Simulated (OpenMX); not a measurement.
The system is TiO2.

```
CELL_PARAMETERS angstrom
2.70603 -2.70666 0.00000
2.70603 2.70666 0.00000
-2.63353 0.00000 4.79664
ATOMIC_POSITIONS crystal
Ti 0.86589 0.13411 0.75000
Ti 0.13411 0.86589 0.25000
O 0.08876 0.33122 0.16715
O 0.91124 0.66878 0.83285
O 0.66878 0.91124 0.33285
O 0.33122 0.08876 0.66715
```

The cell is a database's computed one.

| Property | Result |
| --- | --- |
| Program | OpenMX 3.8.5 |
| Task | single point |
| Functional | PBE |
| Potentials or basis | OpenMX 2013 PBE set, Ti7.0-s3p2d2, O6.0-s2p2d1, grid cutoff 400 Ry |
| k mesh | 9 × 9 × 7 |
| Occupations | fermi-dirac, width 0.05 eV |
| Spin | no spin polarisation |

On this cell: pressure -2.0 GPa; largest force 0.103 eV/Å; band gap on the k mesh 1.74 eV, indirect (least direct gap 2.04 eV).

The same run follows on a disturbed copy (atoms moved at random, drawn with an rms of 0.05 Å):

```xyz
6
Lattice="2.7060 -2.7067 0.0000 2.7060 2.7067 0.0000 -2.6335 0.0000 4.7966" Properties=species:S:1:pos:R:3 pbc="T T T"
Ti    0.7011   -1.9842    3.5864
Ti    2.0043    1.9410    1.2638
O     0.6819    0.6844    0.8025
O     2.0561   -0.6519    4.0195
O     3.4185    0.6373    1.6603
O    -0.5982   -0.6672    3.2188
```

Question: What changes?

Answer: The energy moves by +8.9 meV/atom; pressure -0.2 GPa; largest force 0.892 eV/Å; band gap on the k mesh 1.84 eV, indirect (least direct gap 2.08 eV).

Forces on the atoms (eV/Å):
```
Ti   0.103  0.020  0.785
Ti  -0.044 -0.066 -0.889
O    0.056 -0.221  0.458
O    0.310  0.008  0.098
O   -0.205  0.204 -0.475
O   -0.208  0.072  0.006
```

Caveats: an odd mesh through Γ misses points on the zone boundary, where band edges often lie; the basis of atomic orbitals isn't converged, which shifts pressures, moduli and gaps.
